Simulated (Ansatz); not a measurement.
Crystal: Ca.

```xyz
1
Lattice="-2.2669 2.2426 2.1799 2.2101 -2.2793 2.1598 2.2055 2.2179 -2.2168" Properties=species:S:1:pos:R:3 pbc="T T T"
Ca   -0.1058    0.0960    2.1912
```

The cell isn't the ideal one: cell strained at random at fixed volume.

* Program: Ansatz 0.2.0
* Task: relaxation of cell and atoms
* Functional: PBE
* Potentials or basis: Ansatz PAW earlier set
* Cutoff: 620 eV
* Density cutoff: 2480 eV
* k mesh: 7 × 7 × 7
* Occupations: gaussian, width 0.05 eV
* Spin: no spin polarisation

At the start: volume 42.72 Å³/atom.

Task: How do energy, volume and symmetry change on relaxing?

Result: It ends after 8 steps and the volume is 42.10 Å³/atom (-1.5 %); space group I4/mmm (No. 139, to 0.05 Å).

Step by step:
| step | energy change (eV) | largest force (eV/Å) | volume (Å³) |
| --- | --- | --- | --- |
| 1 | 0.0000 | 0.0000 | 42.72 |
| 2 | -0.0011 | 0.0000 | 42.51 |
| 3 | -0.0051 | 0.0000 | 41.73 |
| 4 | -0.0065 | 0.0000 | 41.68 |
| 5 | -0.0076 | 0.0000 | 42.35 |
| 6 | -0.0088 | 0.0000 | 42.17 |
| 7 | -0.0089 | 0.0000 | 42.10 |
| 8 | -0.0089 | 0.0000 | 42.10 |

Final structure:
```xyz
1
Lattice="-2.2601 2.2608 2.0595 2.2578 -2.2622 2.0603 2.2604 2.2624 -2.0576" Properties=species:S:1:pos:R:3 pbc="T T T"
Ca   -0.0785    0.1144    2.0801
```

Caveat: the plane-wave basis is chosen anew once the cell has moved, so the energies of steps on either side of that aren't comparable.
